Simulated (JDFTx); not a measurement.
PbSe (Clausthalite) under changes of volume

One of the cells (28.671 Å³/atom); the others are scaled copies at fixed shape and fractional positions:

```
Pb Se
1.0
     0.00000    3.06065    3.06065
     3.06065    0.00000    3.06065
     3.06065    3.06065    0.00000
Pb Se
1 1
Cartesian
  0.0000 0.0000 0.0000
  3.0606 3.0606 3.0606
```

| Item | Value |
| --- | --- |
| Program | JDFTx 1.7.0 (patched build) |
| Functional | PBE |
| Potentials or basis | PseudoDojo-SR-PBE-0.4.1-standard (Pb) + PseudoDojo-SR-PBE-0.5-standard (Se) with smoothed tails |
| Cutoff | 1170 eV |
| Density cutoff | 9361 eV |
| k mesh | 8 × 8 × 8 |
| Occupations | fermi-dirac, width 0.05 eV |
| Spin | no spin polarisation |

| volume (Å³/atom) | energy over the lowest point (meV/atom) | pressure (GPa) | gap on the mesh (eV) |
| --- | --- | --- | --- |
| 26.951 | 56.28 | 6.4 | 0.07 |
| 27.524 | 35.94 | 4.9 | 0.15 |
| 28.097 | 20.58 | 3.6 | 0.23 |
| 28.671 | 9.74 | 2.4 | 0.30 |
| 29.244 | ? | ? | ? |
| 29.818 | 0.00 | 0.4 | 0.42 |
| 30.391 | 0.32 | -0.5 | 0.47 |

Task: What does the run at 29.244 Å³/atom give?

Result: Energy over the lowest point 3.02 meV/atom; pressure 1.3 GPa; gap on the mesh 0.36 eV.

Worked out: A Birch-Murnaghan fit of order 3 (a polynomial in V^(-2/3)) to the other rows has its minimum at 30.04 Å³/atom with B0 = V·E''(V) = 47 GPa and B' = 4.2. It gives 3.02 meV/atom at 29.244 Å³/atom, against the run's 3.02, and -dE/dV = 1.3 GPa, against 1.3.

Energies are extrapolated to zero smearing.

Caveats: spin-orbit coupling is left out, which as a rule narrows the gap of such compounds by several tenths of an eV.

A mesh can miss the band edges.
